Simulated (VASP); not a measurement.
# Ca (P6_3/mmc) in VASP: further runs, part 4 of 8

VASP 6.6.1. The steps go on from the part before.

### Step 52. Equation of state, PBE, 43.38 Å³/atom

The input, INCAR:

```
SYSTEM = Ca
ADDGRID  = .False.      
ALGO     = Normal         ! electronic algorithm
EDIFF    = 1E-6           ! SCF threshold, eV
ENCUT    = 460            ! plane-wave cutoff, eV
GGA      = PE             ! functional
ISIF     = 2              ! what is computed and relaxed
ISMEAR   = 1              ! smearing method
LASPH    = .True.         ! aspherical terms in the spheres
LCHARG   = .False.        ! write CHGCAR
LREAL    = .False.        ! projectors in reciprocal space
LWAVE    = .False.        ! write WAVECAR
NELM     = 100            ! most SCF steps
PREC     = Normal         ! precision mode
SIGMA    = 0.1            ! smearing width, eV
```

The input, KPOINTS:

```
k-points
0
Gamma
  12 12 7
  0 0 0
```

The input, POSCAR:

```
Ca
1.0
    3.9397952310      0.0000000000      0.0000000000
   -1.9698976155      3.4119627558      0.0000000000
    0.0000000000      0.0000000000      6.4541369111
Ca
2
Direct
    0.6666666667      0.3333333333      0.7500000000
    0.3333333333      0.6666666667      0.2500000000
```

Started as:

```
cat potpaw_PBE.64/Ca_sv/POTCAR > POTCAR
mpirun -np 1 vasp_std > vasp.out
```

Run time: 15 s. Hardware: 1 thread of Intel Xeon 6975P-C (Granite Rapids), shared host; peak memory 0.2 GiB.

These settings aren't checked as converged: the numbers below hold their error.

What came out:

| Item | Value |
| --- | --- |
| Free energy | -3.8513 eV |
| Pressure | -0.4 GPa |
| Band gap on the k mesh | none (metal or under the smearing width) |

### Step 53. Equation of state, PBE, 46.06 Å³/atom

INCAR is that of step 52.

KPOINTS is that of step 52.

The input, POSCAR:

```
Ca
1.0
    4.0194085035      0.0000000000      0.0000000000
   -2.0097042518      3.4809098723      0.0000000000
    0.0000000000      0.0000000000      6.5845586540
Ca
2
Direct
    0.6666666667      0.3333333333      0.7500000000
    0.3333333333      0.6666666667      0.2500000000
```

Started as:

```
cat potpaw_PBE.64/Ca_sv/POTCAR > POTCAR
mpirun -np 1 vasp_std > vasp.out
```

It took 16 s on 1 thread of Intel Xeon 6975P-C (Granite Rapids), shared host; peak memory 0.2 GiB.

These settings aren't checked as converged: the numbers below hold their error.

What came out:

| Property | Result |
| --- | --- |
| Free energy | -3.8240 eV |
| Pressure | -1.3 GPa |
| Band gap on the k mesh | none (metal or under the smearing width) |

### Step 54. Equation of state, PBE, 43.38 Å³/atom

Edit INCAR of step 53 so:

```diff
@@ -10,6 +10,6 @@
 LCHARG   = .False.        ! write CHGCAR
-LREAL    = .False.        ! projectors in reciprocal space
+LREAL    = Auto         
 LWAVE    = .False.        ! write WAVECAR
 NELM     = 100            ! most SCF steps
-PREC     = Normal         ! precision mode
+PREC     = Accurate       ! precision mode
 SIGMA    = 0.1            ! smearing width, eV
```

KPOINTS is that of step 53.

The input, POSCAR:

```
Ca
1.0
    3.9397952310      0.0000000000      0.0000000000
   -1.9698976155      3.4119627558      0.0000000000
    0.0000000000      0.0000000000      6.4541369111
Ca
2
Direct
    0.6666666667      0.3333333333      0.7500000000
    0.3333333333      0.6666666667      0.2500000000
```

Potentials or basis: VASP PAW PBE potentials, release 64 (Ca_sv).

Started as:

```
cat potpaw_PBE.64/Ca_sv/POTCAR > POTCAR
mpirun -np 1 vasp_std > vasp.out
```

Run time: 40 s. Hardware: 1 thread of Intel Xeon 6975P-C (Granite Rapids), shared host; peak memory 0.2 GiB.

These settings aren't checked as converged: the numbers below hold their error.

What came out:

* Free energy: -3.8512 eV
* Pressure: -0.4 GPa
* Band gap on the k mesh: none (metal or under the smearing width)

### Step 55. Equation of state, PBE, 46.06 Å³/atom

INCAR is that of step 54.

KPOINTS is that of step 54.

The input, POSCAR:

```
Ca
1.0
    4.0194085035      0.0000000000      0.0000000000
   -2.0097042518      3.4809098723      0.0000000000
    0.0000000000      0.0000000000      6.5845586540
Ca
2
Direct
    0.6666666667      0.3333333333      0.7500000000
    0.3333333333      0.6666666667      0.2500000000
```

Started as:

```
cat potpaw_PBE.64/Ca_sv/POTCAR > POTCAR
mpirun -np 1 vasp_std > vasp.out
```

Wall time 47 s (1 thread of Intel Xeon 6975P-C (Granite Rapids), shared host); peak memory 0.2 GiB.

The run converged, but some of its settings lie outside the range that counts as converged, so its numbers aren't taken as properties of the crystal.

Results:

* Free energy: -3.8239 eV
* Pressure: -1.3 GPa
* Band gap on the k mesh: none (metal or under the smearing width)

### Step 56. Equation of state, PBE, 43.38 Å³/atom

Edit INCAR of step 55 so:

```diff
@@ -3,3 +3,3 @@
 ALGO     = Normal         ! electronic algorithm
-EDIFF    = 1E-6           ! SCF threshold, eV
+EDIFF    = 0.01           ! SCF threshold, eV
 ENCUT    = 460            ! plane-wave cutoff, eV
@@ -10,3 +10,3 @@
 LCHARG   = .False.        ! write CHGCAR
-LREAL    = Auto         
+LREAL    = .False.        ! projectors in reciprocal space
 LWAVE    = .False.        ! write WAVECAR
```

KPOINTS is that of step 55.

The input, POSCAR:

```
Ca
1.0
    3.9397952310      0.0000000000      0.0000000000
   -1.9698976155      3.4119627558      0.0000000000
    0.0000000000      0.0000000000      6.4541369111
Ca
2
Direct
    0.6666666667      0.3333333333      0.7500000000
    0.3333333333      0.6666666667      0.2500000000
```

Started as:

```
cat potpaw_PBE.64/Ca_sv/POTCAR > POTCAR
mpirun -np 1 vasp_std > vasp.out
```

It took 16 s on 1 thread of Intel Xeon 6975P-C (Granite Rapids), shared host; peak memory 0.21 GiB.

The run converged, but some of its settings lie outside the range that counts as converged, so its numbers aren't taken as properties of the crystal.

Results:

```yaml
Free_energy: -3.8520 eV
Pressure: -1.9 GPa
Band_gap_on_the_k_mesh: none (metal or under the smearing width)
```

### Step 57. Equation of state, PBE, 46.06 Å³/atom

INCAR is that of step 56.

KPOINTS is that of step 56.

The input, POSCAR:

```
Ca
1.0
    4.0194085035      0.0000000000      0.0000000000
   -2.0097042518      3.4809098723      0.0000000000
    0.0000000000      0.0000000000      6.5845586540
Ca
2
Direct
    0.6666666667      0.3333333333      0.7500000000
    0.3333333333      0.6666666667      0.2500000000
```

Potentials or basis: VASP PAW PBE potentials, release 64 (Ca_sv).

Started as:

```
cat potpaw_PBE.64/Ca_sv/POTCAR > POTCAR
mpirun -np 1 vasp_std > vasp.out
```

It took 16 s on 1 thread of Intel Xeon 6975P-C (Granite Rapids), shared host; peak memory 0.22 GiB.

The run converged, but some of its settings lie outside the range that counts as converged, so its numbers aren't taken as properties of the crystal.

What came out:

```yaml
Free_energy: -3.8251 eV
Pressure: 4.0 GPa
Band_gap_on_the_k_mesh: none (metal or under the smearing width)
```

### Step 58. Equation of state, PBE, 43.38 Å³/atom

Edit INCAR of step 57 so:

```diff
@@ -3,3 +3,3 @@
 ALGO     = Normal         ! electronic algorithm
-EDIFF    = 0.01           ! SCF threshold, eV
+EDIFF    = 0.001          ! SCF threshold, eV
 ENCUT    = 460            ! plane-wave cutoff, eV
```

KPOINTS is that of step 57.

The input, POSCAR:

```
Ca
1.0
    3.9397952310      0.0000000000      0.0000000000
   -1.9698976155      3.4119627558      0.0000000000
    0.0000000000      0.0000000000      6.4541369111
Ca
2
Direct
    0.6666666667      0.3333333333      0.7500000000
    0.3333333333      0.6666666667      0.2500000000
```

Started as:

```
cat potpaw_PBE.64/Ca_sv/POTCAR > POTCAR
mpirun -np 1 vasp_std > vasp.out
```

Wall time 19 s (1 thread of Intel Xeon 6975P-C (Granite Rapids), shared host); peak memory 0.22 GiB.

The run converged, but some of its settings lie outside the range that counts as converged, so its numbers aren't taken as properties of the crystal.

What came out:

```
Free energy            : -3.8513 eV
Pressure               : -0.4 GPa
Band gap on the k mesh : none (metal or under the smearing width)
```

### Step 59. Equation of state, PBE, 46.06 Å³/atom

INCAR is that of step 58.

KPOINTS is that of step 58.

The input, POSCAR:

```
Ca
1.0
    4.0194085035      0.0000000000      0.0000000000
   -2.0097042518      3.4809098723      0.0000000000
    0.0000000000      0.0000000000      6.5845586540
Ca
2
Direct
    0.6666666667      0.3333333333      0.7500000000
    0.3333333333      0.6666666667      0.2500000000
```

Started as:

```
cat potpaw_PBE.64/Ca_sv/POTCAR > POTCAR
mpirun -np 1 vasp_std > vasp.out
```

Wall time 20 s (1 thread of Intel Xeon 6975P-C (Granite Rapids), shared host); peak memory 0.22 GiB.

These settings aren't checked as converged: the numbers below hold their error.

Results:

```yaml
Free_energy: -3.8239 eV
Pressure: -1.3 GPa
Band_gap_on_the_k_mesh: none (metal or under the smearing width)
```

### Step 60. Equation of state, PBE, 43.38 Å³/atom

Edit INCAR of step 59 so:

```diff
@@ -3,3 +3,3 @@
 ALGO     = Normal         ! electronic algorithm
-EDIFF    = 0.001          ! SCF threshold, eV
+EDIFF    = 1E-4           ! SCF threshold, eV
 ENCUT    = 460            ! plane-wave cutoff, eV
```

KPOINTS is that of step 59.

The input, POSCAR:

```
Ca
1.0
    3.9397952310      0.0000000000      0.0000000000
   -1.9698976155      3.4119627558      0.0000000000
    0.0000000000      0.0000000000      6.4541369111
Ca
2
Direct
    0.6666666667      0.3333333333      0.7500000000
    0.3333333333      0.6666666667      0.2500000000
```

Potentials or basis: VASP PAW PBE potentials, release 64 (Ca_sv).

Started as:

```
cat potpaw_PBE.64/Ca_sv/POTCAR > POTCAR
mpirun -np 1 vasp_std > vasp.out
```

Wall time 19 s (1 thread of Intel Xeon 6975P-C (Granite Rapids), shared host); peak memory 0.22 GiB.

These settings aren't checked as converged: the numbers below hold their error.

What came out:

```yaml
Free_energy: -3.8513 eV
Pressure: -0.3 GPa
Band_gap_on_the_k_mesh: none (metal or under the smearing width)
```

### Step 61. Equation of state, PBE, 46.06 Å³/atom

INCAR is that of step 60.

KPOINTS is that of step 60.

The input, POSCAR:

```
Ca
1.0
    4.0194085035      0.0000000000      0.0000000000
   -2.0097042518      3.4809098723      0.0000000000
    0.0000000000      0.0000000000      6.5845586540
Ca
2
Direct
    0.6666666667      0.3333333333      0.7500000000
    0.3333333333      0.6666666667      0.2500000000
```

Started as:

```
cat potpaw_PBE.64/Ca_sv/POTCAR > POTCAR
mpirun -np 1 vasp_std > vasp.out
```

Run time: 22 s. Hardware: 1 thread of Intel Xeon 6975P-C (Granite Rapids), shared host; peak memory 0.22 GiB.

These settings aren't checked as converged: the numbers below hold their error.

Results:

| Quantity | Value |
| --- | --- |
| Free energy | -3.8240 eV |
| Pressure | -1.1 GPa |
| Band gap on the k mesh | none (metal or under the smearing width) |

### Step 62. Equation of state, PBE, 43.38 Å³/atom

Edit INCAR of step 61 so:

```diff
@@ -3,3 +3,3 @@
 ALGO     = Normal         ! electronic algorithm
-EDIFF    = 1E-4           ! SCF threshold, eV
+EDIFF    = 1E-5           ! SCF threshold, eV
 ENCUT    = 460            ! plane-wave cutoff, eV
```

KPOINTS is that of step 61.

The input, POSCAR:

```
Ca
1.0
    3.9397952310      0.0000000000      0.0000000000
   -1.9698976155      3.4119627558      0.0000000000
    0.0000000000      0.0000000000      6.4541369111
Ca
2
Direct
    0.6666666667      0.3333333333      0.7500000000
    0.3333333333      0.6666666667      0.2500000000
```

Started as:

```
cat potpaw_PBE.64/Ca_sv/POTCAR > POTCAR
mpirun -np 1 vasp_std > vasp.out
```

Run time: 26 s. Hardware: 1 thread of Intel Xeon 6975P-C (Granite Rapids), shared host; peak memory 0.22 GiB.

These settings aren't checked as converged: the numbers below hold their error.

What came out:

```
Free energy            : -3.8513 eV
Pressure               : -0.4 GPa
Band gap on the k mesh : none (metal or under the smearing width)
```

### Step 63. Equation of state, PBE, 46.06 Å³/atom

INCAR is that of step 62.

KPOINTS is that of step 62.

The input, POSCAR:

```
Ca
1.0
    4.0194085035      0.0000000000      0.0000000000
   -2.0097042518      3.4809098723      0.0000000000
    0.0000000000      0.0000000000      6.5845586540
Ca
2
Direct
    0.6666666667      0.3333333333      0.7500000000
    0.3333333333      0.6666666667      0.2500000000
```

Potentials or basis: VASP PAW PBE potentials, release 64 (Ca_sv).

Started as:

```
cat potpaw_PBE.64/Ca_sv/POTCAR > POTCAR
mpirun -np 1 vasp_std > vasp.out
```

It took 22 s on 1 thread of Intel Xeon 6975P-C (Granite Rapids), shared host; peak memory 0.22 GiB.

The run converged, but some of its settings lie outside the range that counts as converged, so its numbers aren't taken as properties of the crystal.

What came out:

```
Free energy            : -3.8240 eV
Pressure               : -1.3 GPa
Band gap on the k mesh : none (metal or under the smearing width)
```

### Step 64. Equation of state, PBE, 43.38 Å³/atom

Edit INCAR of step 63 so:

```diff
@@ -1,5 +1,5 @@
 SYSTEM = Ca
-ADDGRID  = .False.      
+ADDGRID  = .True.       
 ALGO     = Normal         ! electronic algorithm
-EDIFF    = 1E-5           ! SCF threshold, eV
+EDIFF    = 1E-6           ! SCF threshold, eV
 ENCUT    = 460            ! plane-wave cutoff, eV
```

KPOINTS is that of step 63.

The input, POSCAR:

```
Ca
1.0
    3.9397952310      0.0000000000      0.0000000000
   -1.9698976155      3.4119627558      0.0000000000
    0.0000000000      0.0000000000      6.4541369111
Ca
2
Direct
    0.6666666667      0.3333333333      0.7500000000
    0.3333333333      0.6666666667      0.2500000000
```

Started as:

```
cat potpaw_PBE.64/Ca_sv/POTCAR > POTCAR
mpirun -np 1 vasp_std > vasp.out
```

It took 30 s on 1 thread of Intel Xeon 6975P-C (Granite Rapids), shared host; peak memory 0.31 GiB.

The run converged, but some of its settings lie outside the range that counts as converged, so its numbers aren't taken as properties of the crystal.

What came out:

```
Free energy            : -3.8513 eV
Pressure               : -0.4 GPa
Band gap on the k mesh : none (metal or under the smearing width)
```

### Step 65. Equation of state, PBE, 46.06 Å³/atom

INCAR is that of step 64.

KPOINTS is that of step 64.

The input, POSCAR:

```
Ca
1.0
    4.0194085035      0.0000000000      0.0000000000
   -2.0097042518      3.4809098723      0.0000000000
    0.0000000000      0.0000000000      6.5845586540
Ca
2
Direct
    0.6666666667      0.3333333333      0.7500000000
    0.3333333333      0.6666666667      0.2500000000
```

Started as:

```
cat potpaw_PBE.64/Ca_sv/POTCAR > POTCAR
mpirun -np 1 vasp_std > vasp.out
```

Wall time 30 s (1 thread of Intel Xeon 6975P-C (Granite Rapids), shared host); peak memory 0.31 GiB.

The run converged, but some of its settings lie outside the range that counts as converged, so its numbers aren't taken as properties of the crystal.

What came out:

- Free energy: -3.8240 eV
- Pressure: -1.3 GPa
- Band gap on the k mesh: none (metal or under the smearing width)

### Step 66. Equation of state, PBE, 43.38 Å³/atom

Edit INCAR of step 65 so:

```diff
@@ -1,3 +1,3 @@
 SYSTEM = Ca
-ADDGRID  = .True.       
+ADDGRID  = .False.      
 ALGO     = Normal         ! electronic algorithm
@@ -8,3 +8,3 @@
 ISMEAR   = 1              ! smearing method
-LASPH    = .True.         ! aspherical terms in the spheres
+LASPH    = .False.        ! aspherical terms in the spheres
 LCHARG   = .False.        ! write CHGCAR
```

KPOINTS is that of step 65.

The input, POSCAR:

```
Ca
1.0
    3.9397952310      0.0000000000      0.0000000000
   -1.9698976155      3.4119627558      0.0000000000
    0.0000000000      0.0000000000      6.4541369111
Ca
2
Direct
    0.6666666667      0.3333333333      0.7500000000
    0.3333333333      0.6666666667      0.2500000000
```

Potentials or basis: VASP PAW PBE potentials, release 64 (Ca_sv).

Started as:

```
cat potpaw_PBE.64/Ca_sv/POTCAR > POTCAR
mpirun -np 1 vasp_std > vasp.out
```

Run time: 25 s. Hardware: 1 thread of Intel Xeon 6975P-C (Granite Rapids), shared host; peak memory 0.21 GiB.

The run converged, but some of its settings lie outside the range that counts as converged, so its numbers aren't taken as properties of the crystal.

Results:

- Free energy: -3.8513 eV
- Pressure: -0.4 GPa
- Band gap on the k mesh: none (metal or under the smearing width)

### Step 67. Equation of state, PBE, 46.06 Å³/atom

INCAR is that of step 66.

KPOINTS is that of step 66.

The input, POSCAR:

```
Ca
1.0
    4.0194085035      0.0000000000      0.0000000000
   -2.0097042518      3.4809098723      0.0000000000
    0.0000000000      0.0000000000      6.5845586540
Ca
2
Direct
    0.6666666667      0.3333333333      0.7500000000
    0.3333333333      0.6666666667      0.2500000000
```

Started as:

```
cat potpaw_PBE.64/Ca_sv/POTCAR > POTCAR
mpirun -np 1 vasp_std > vasp.out
```

It took 28 s on 1 thread of Intel Xeon 6975P-C (Granite Rapids), shared host; peak memory 0.22 GiB.

These settings aren't checked as converged: the numbers below hold their error.

What came out:

| Item | Value |
| --- | --- |
| Free energy | -3.8240 eV |
| Pressure | -1.3 GPa |
| Band gap on the k mesh | none (metal or under the smearing width) |

### Step 68. Equation of state, PBE, 43.38 Å³/atom

The input, INCAR:

```
SYSTEM = Ca
ADDGRID  = .False.      
ALGO     = Normal         ! electronic algorithm
EDIFF    = 1E-4           ! SCF threshold, eV
ENCUT    = 460            ! plane-wave cutoff, eV
GGA      = PE             ! functional
ISIF     = 2              ! what is computed and relaxed
ISMEAR   = 1              ! smearing method
LASPH    = .True.         ! aspherical terms in the spheres
LCHARG   = .False.        ! write CHGCAR
LREAL    = Auto         
LWAVE    = .False.        ! write WAVECAR
NELM     = 100            ! most SCF steps
PREC     = Normal         ! precision mode
SIGMA    = 0.1            ! smearing width, eV
```

KPOINTS is that of step 67.

The input, POSCAR:

```
Ca
1.0
    3.9397952310      0.0000000000      0.0000000000
   -1.9698976155      3.4119627558      0.0000000000
    0.0000000000      0.0000000000      6.4541369111
Ca
2
Direct
    0.6666666667      0.3333333333      0.7500000000
    0.3333333333      0.6666666667      0.2500000000
```

Started as:

```
cat potpaw_PBE.64/Ca_sv/POTCAR > POTCAR
mpirun -np 1 vasp_std > vasp.out
```

Wall time 15 s (1 thread of Intel Xeon 6975P-C (Granite Rapids), shared host); peak memory 0.18 GiB.

The run converged, but some of its settings lie outside the range that counts as converged, so its numbers aren't taken as properties of the crystal.

Results:

- Free energy: -3.8513 eV
- Pressure: -0.3 GPa
- Band gap on the k mesh: none (metal or under the smearing width)

### Step 69. Equation of state, PBE, 46.06 Å³/atom

INCAR is that of step 68.

KPOINTS is that of step 68.

The input, POSCAR:

```
Ca
1.0
    4.0194085035      0.0000000000      0.0000000000
   -2.0097042518      3.4809098723      0.0000000000
    0.0000000000      0.0000000000      6.5845586540
Ca
2
Direct
    0.6666666667      0.3333333333      0.7500000000
    0.3333333333      0.6666666667      0.2500000000
```

Potentials or basis: VASP PAW PBE potentials, release 64 (Ca_sv).

Started as:

```
cat potpaw_PBE.64/Ca_sv/POTCAR > POTCAR
mpirun -np 1 vasp_std > vasp.out
```

Wall time 14 s (1 thread of Intel Xeon 6975P-C (Granite Rapids), shared host); peak memory 0.17 GiB.

These settings aren't checked as converged: the numbers below hold their error.

Results:

```yaml
Free_energy: -3.8240 eV
Pressure: -1.1 GPa
Band_gap_on_the_k_mesh: none (metal or under the smearing width)
```

### Step 70. Equation of state, PBE, 43.38 Å³/atom

The input, INCAR:

```
SYSTEM = Ca
ADDGRID  = .False.      
ALGO     = Normal         ! electronic algorithm
EDIFF    = 1E-6           ! SCF threshold, eV
ENCUT    = 520            ! plane-wave cutoff, eV
GGA      = PE             ! functional
ISIF     = 2              ! what is computed and relaxed
ISMEAR   = 1              ! smearing method
LASPH    = .True.         ! aspherical terms in the spheres
LCHARG   = .False.        ! write CHGCAR
LREAL    = .False.        ! projectors in reciprocal space
LWAVE    = .False.        ! write WAVECAR
NELM     = 100            ! most SCF steps
PREC     = Accurate       ! precision mode
SIGMA    = 0.1            ! smearing width, eV
```

KPOINTS is that of step 69.

The input, POSCAR:

```
Ca
1.0
    3.9397952310      0.0000000000      0.0000000000
   -1.9698976155      3.4119627558      0.0000000000
    0.0000000000      0.0000000000      6.4541369111
Ca
2
Direct
    0.6666666667      0.3333333333      0.7500000000
    0.3333333333      0.6666666667      0.2500000000
```

Started as:

```
cat potpaw_PBE.64/Ca_sv/POTCAR > POTCAR
mpirun -np 1 vasp_std > vasp.out
```

Run time: 37 s. Hardware: 1 thread of Intel Xeon 6975P-C (Granite Rapids), shared host; peak memory 0.24 GiB.

These settings aren't checked as converged: the numbers below hold their error.

Results:

```
Free energy            : -3.8515 eV
Pressure               : -0.4 GPa
Band gap on the k mesh : none (metal or under the smearing width)
```

(Continued in part 5 of 8.)
